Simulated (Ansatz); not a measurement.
# Silicon, hcp under PBE: ground state and equation of state

What does PBE give for silicon in the hcp structure? We relax it, solve it on a dense k-mesh, switch on spin-orbit coupling, then scale the cell to 7 volumes from 88 to 112 % of the relaxed one and try a fit of the equation of state. The k-meshes are 13×13×7 for the relaxation; 22×22×11 for the dense run; 13×13×7 for spin-orbit coupling; 22×22×11 for the volumes.

This is Si in the hcp structure; at room conditions it is diamond.

Program: Ansatz 0.2.0. Level of theory: DFT PBE, plane waves (420 eV) with PAW, scalar-relativistic. These are calculated values, not measurements.

### Step 1. The starting structure

It takes space group P6_3/mmc (No. 194, hexagonal). Conventional cell: a = 2.769 Å, b = 2.769 Å, c = 4.522 Å, α = 90.00°, β = 90.00°, γ = 120.00°. Si (site symmetry -6m2) has 12 Si at 2.77 Å as nearest neighbours.

Coordinates:

```
CELL_PARAMETERS angstrom
2.76918 0.00000 0.00000
-1.38459 2.39818 0.00000
0.00000 0.00000 4.52207
ATOMIC_POSITIONS crystal
Si 0.33333 0.66667 0.25000
Si 0.66667 0.33333 0.75000
```

### Step 2. Relaxing cell and atoms

input.yaml

```yaml
crystal:
  lattice:
    - [2.7691764586, 0.0, 0.0]
    - [-1.3845882293, 2.3981771607, 0.0]
    - [0.0, 0.0, 4.5220651569]
  atoms:
    - { symbol: Si, position: [0.3333333333, 0.6666666667, 0.25] }
    - { symbol: Si, position: [0.6666666667, 0.3333333333, 0.75] }
hamiltonian:
  xc: pbe
  pseudopotentials:
    kind: paw
    azcp:
      Si: "pseudopotentials/Si.paw.azcp"
basis:
  ecutwfc: 420
  fft_grid_basis: typed
kpoints:
  mp_grid: { grid: [13, 13, 7], shift: [0, 0, 0] }
magnetization:
  spin_polarized: false
scf:
  occupations: { method: fermi_dirac, width: 0.1 }
relax:
  max_steps: 60
  f_tol: 0.01
  cell: {}
```

Further steps of the session: Dense single point; Spin-orbit coupling switched on; The cell scaled to 88 % of its volume; The cell scaled to 92 % of its volume; The cell scaled to 96 % of its volume; The cell scaled to 100 % of its volume; The cell scaled to 104 % of its volume; The cell scaled to 108 % of its volume; The cell scaled to 112 % of its volume.

Before running it: what results should come out? Wanted: space group; conventional cell; volume; shortest distance; gap on the mesh; relative to diamond; V₀, B₀, B₀′.

**Answer**, as computed:

```
                      quantity                                   value
space group (spins left aside)                      P6_3/mmc (No. 194)
             conventional cell  a = 2.701 Å, c = 4.554 Å (c/a = 1.686)
                        volume                          14.388 Å³/atom
             shortest distance                                 2.701 Å
               gap on the mesh            none (levels filled in part)
           relative to diamond                           +505 meV/atom
                   V₀, B₀, B₀′             14.347 Å³/atom, 85 GPa, 4.4
```

In words: The relaxation shrank the cell by 4.2 % in volume. It lies 505 meV/atom above the element's reference form at the same level (diamond, from a run of its own), so it is far from stable. No gap shows: it is a metal or semimetal at this level. The total energy of the spin-orbit run (on a coarser mesh) lies +1 meV/atom from the scalar one; mesh and treatment of the core enter this figure, so it is no spin-orbit energy. The fitted modulus is 85 GPa; letting shape and positions relax at each volume could only lower it. The symmetry was held, so the structure may be unstable against distortions that break it.
